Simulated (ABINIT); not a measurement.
Crystal: Sn.

```xyz
1
Lattice="-2.0292 2.0292 1.6608 2.0292 -2.0292 1.6608 2.0292 2.0292 -1.6608" Properties=species:S:1:pos:R:3 pbc="T T T"
Sn    0.0000    0.0000    0.0000
```

This isn't the form of Sn at room conditions, which is tetragonal (white tin).

Base run:

| Property | Result |
| --- | --- |
| Program | ABINIT 10.8.3 (patched build) |
| Functional | revPBE |
| Potentials or basis | JTH PAW PBE v2.0 |
| Cutoff | 707 eV |
| k mesh | 10 × 10 × 10 |
| Occupations | fermi-dirac, width 0.05 eV |
| Spin | no spin polarisation |

Its results: band gap on the k mesh none (metal or under the smearing width); pressure 1.5 GPa.

Q: After a change of settings the same cell gave: band gap on the k mesh none (metal or under the smearing width); pressure 0.6 GPa. Which change was it?
A. functional from revPBE to PBEsol
B. functional from revPBE to AM05
C. functional from revPBE to PW91
D. functional from revPBE to LDA

A: C.

PW91 binds more tightly than revPBE, so the same cell stands under less pressure.

Caveats: the PAW data sets were made with another functional, which shifts forces and pressure a little.

Runs at the PBE level aren't shown here.
